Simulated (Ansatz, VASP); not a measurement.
**TiB2: VASP beside Ansatz**

The input INCAR:

```
SYSTEM = TiB2
PREC = Accurate
ENCUT = 600
EDIFF = 1E-6
ISMEAR = -1
SIGMA = 0.05
LREAL = .FALSE.
LASPH = .TRUE.
NELM = 100
ALGO = Normal
ISIF = 3
LWAVE = .FALSE.
LCHARG = .FALSE.
GGA = PS
IBRION = 2
NSW = 100
EDIFFG = -0.002
```

KPOINTS

```
Automatic mesh
0
G
  16 16 14
  0 0 0
```

Contents of POSCAR:

```
TiB2
1.0
    3.0292000000      0.0000000000      0.0000000000
   -1.5146000000      2.6233641531      0.0000000000
    0.0000000000      0.0000000000      3.2284000000
Ti B
1 2
Direct
    0.0000000000      0.0000000000      0.0000000000
    0.3333333333      0.6666666667      0.5000000000
    0.6666666667      0.3333333333      0.5000000000
```

Input for Ansatz:

```yaml
crystal:
  lattice:
    - [3.02919999998, 0.0, 0.0]
    - [-1.51459999999, 2.62336415313, 0.0]
    - [0.0, 0.0, 3.2284]
  atoms:
    - { symbol: Ti, position: [0.0, 0.0, 0.0] }
    - { symbol: B, position: [0.333333333333, 0.666666666667, 0.5] }
    - { symbol: B, position: [0.666666666667, 0.333333333333, 0.5] }
kpoints:
  mp_grid: { grid: [16, 16, 14] }
scf:
  occupations: { method: fermi_dirac, width: 0.05 }
hamiltonian:
  xc: pbesol
  pseudopotentials: { kind: paw }
relax:
  f_tol: 0.002
  max_steps: 80
  cell: {}
output:
  forces: true
  stress: true
```

Alike in both runs: task relaxation of cell and atoms; functional PBEsol; k mesh 16 × 16 × 14; occupations fermi-dirac, width 0.05 eV; no spin polarisation.

```csv
,VASP,Ansatz
version,VASP 6.6.1,Ansatz 0.2.0
potentials or method,"VASP PAW PBE potentials, release 64 (Ti_sv, B)","PAW with Ansatz's default frozen-core files, scalar-relativistic"
plane-wave cutoff (eV),600,420
valence electrons in the cell,18,18
```

```csv
,VASP,Ansatz,Ansatz less VASP
relaxed volume (Å³/atom),8.38,8.37,-0.009
relaxed cell length with the largest relative difference (Å),3.019,3.017,-0.0013
energy change over the relaxation (meV/atom),-3,-3,-0.3
```

Caveats: the PAW data sets were made with another functional, which shifts forces and pressure a little (VASP).
